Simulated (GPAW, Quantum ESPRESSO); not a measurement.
The Mg K edge of atom 1 in MgO (Periclase, Fm-3m), with 6 O at 2.11 Å (octahedral, site symmetry m-3m), was computed in 2 ways: full core hole (charged cell) and no core hole. Program and functional: Quantum ESPRESSO XSpectra, PBE, Lorentzian half width 0.3 eV up to 4 eV, rising linearly to 2.5 eV at 25 eV; cells of 2 and 16 atoms (the run without a hole in the smaller).

Each run is counted from its own lowest empty level or Fermi level and scaled to a mean of 1 over its first 20 eV. (XSpectra's own axis starts at xe0, in the gap; it has been shifted.)

```
E (eV)  run 1  run 2
  -2.0   0.02   0.02
  -1.5   0.03   0.02
  -1.0   0.03   0.02
  -0.5   0.04   0.02
   0.0   0.05   0.03
   0.5   0.06   0.04
   1.0   0.08   0.05
   1.5   0.12   0.07
   2.0   0.17   0.12
   2.5   0.33   0.18
   3.0   0.75   0.34
   3.5   1.13   0.49
   4.0   1.35   0.55
   4.5   1.54   0.61
   5.0   1.41   0.63
   5.5   1.31   0.62
   6.0   1.20   0.57
   6.5   1.08   0.57
   7.0   1.07   0.65
   7.5   1.24   0.75
   8.0   1.50   0.86
   8.5   1.68   0.94
   9.0   1.70   1.01
   9.5   1.74   1.09
  10.0   1.79   1.21
  10.5   1.82   1.40
  11.0   1.79   1.64
  11.5   1.67   1.93
  12.0   1.46   2.16
  12.5   1.23   2.22
  13.0   1.05   2.12
  13.5   0.92   1.94
  14.0   0.84   1.75
  14.5   0.77   1.58
  15.0   0.73   1.42
  15.5   0.69   1.28
  16.0   0.67   1.18
  16.5   0.65   1.11
  17.0   0.65   1.07
  17.5   0.65   1.05
  18.0   0.66   1.04
  18.5   0.68   1.04
  19.0   0.70   1.05
  19.5   0.71   1.07
  20.0   0.73   1.09
  20.5   0.74   1.11
  21.0   0.74   1.13
  21.5   0.75   1.13
  22.0   0.75   1.14
  22.5   0.75   1.13
  23.0   0.74   1.13
  23.5   0.73   1.12
  24.0   0.72   1.10
  24.5   0.70   1.06
  25.0   0.67   1.01
  25.5   0.64   0.96
  26.0   0.60   0.91
  26.5   0.58   0.86
  27.0   0.55   0.82
  27.5   0.54   0.79
  28.0   0.52   0.76
  28.5   0.51   0.74
  29.0   0.50   0.72
  29.5   0.49   0.70
  30.0   0.49   0.67
  30.5   0.48   0.65
  31.0   0.48   0.64
  31.5   0.48   0.63
  32.0   0.49   0.62
```

The database entry behind the starting cell differs from later determinations by our own check (about 0.1 % long), so it need not match the best structure at ambient conditions.

Question: Which run is which?

Run 1: full core hole (charged cell) (area from −2 to 6 eV 4.5, main maxima 4.5 eV (1.54), 10.5 eV (1.82) and 22.0 eV (0.75)). Run 2: no core hole (area from −2 to 6 eV 2.0, main maxima 4.7 eV (0.64), 12.4 eV (2.23) and 21.8 eV (1.14)). With each curve scaled to its own mean, the area from −2 to 6 eV with the hole is 4.5 against 2.0, and the centre of weight from −1 to 20 eV moves by -2.2 eV: the hole pulls the absorber's empty states down.

[Banner, clock and machine lines of the logs are left out without a mark of their own.]

[Logs are printed without paths, hosts, clocks, repeated set-up lines and the standing remarks that a program may print on its own settings, such as how far it seeks lower states.]

[Hosts, paths, dates, database ids (printed as entryN), source tags and the programs' standing remarks are cut or masked in the printed files.]

[Lists of maxima count a maximum above −3 eV only where it reaches 4 % of the highest in the window and stands out from its surroundings by 2 % of it (1.5 % where it reaches 55 %); shoulders and weaker maxima are passed over, and of the rest the first, up to two pre-edge ones and the few strongest are named.]
